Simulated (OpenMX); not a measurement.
Crystal: As.

```
As
1.0
     1.88080    1.08588    3.51406
    -1.88080    1.08588    3.51406
     0.00000   -2.17176    3.51406
As
2
Cartesian
  0.0000 0.0000 2.3825
  0.0000 0.0000 8.1597
```

* Program: OpenMX 3.8.5
* Task: single point
* Functional: PBE
* Potentials or basis: OpenMX 2013 PBE set, As7.0-s3p2d2, grid cutoff 500 Ry
* k mesh: 9 × 9 × 9
* Occupations: fermi-dirac, width 0.05 eV
* Spin: no spin polarisation

On this cell: pressure 6.5 GPa; largest force 1.235 eV/Å; band gap on the k mesh none (metal or under the smearing width).

The same run follows on a disturbed copy (atoms moved at random, drawn with an rms of 0.05 Å):

```
CELL_PARAMETERS angstrom
1.88080 1.08588 3.51406
-1.88080 1.08588 3.51406
0.00000 -2.17176 3.51406
ATOMIC_POSITIONS crystal
As 0.21182 0.22474 0.23282
As 0.77552 0.77550 0.76813
```

**Question.** What does the disturbed cell give?

**Answer.** The energy (extrapolated to zero smearing) moves by +18.6 meV/atom; pressure 7.2 GPa; largest force 1.522 eV/Å; band gap on the k mesh none (metal or under the smearing width).

Forces in eV/Å, atoms in the order of the input:
```
As   0.188  0.411  1.453
As  -0.180 -0.358 -1.415
```

Caveats: the basis of atomic orbitals isn't converged, which shifts pressures, moduli and gaps; forces of over 1 eV/Å show positions far from the minimum, so gaps and moduli don't describe the material at rest (some runs).
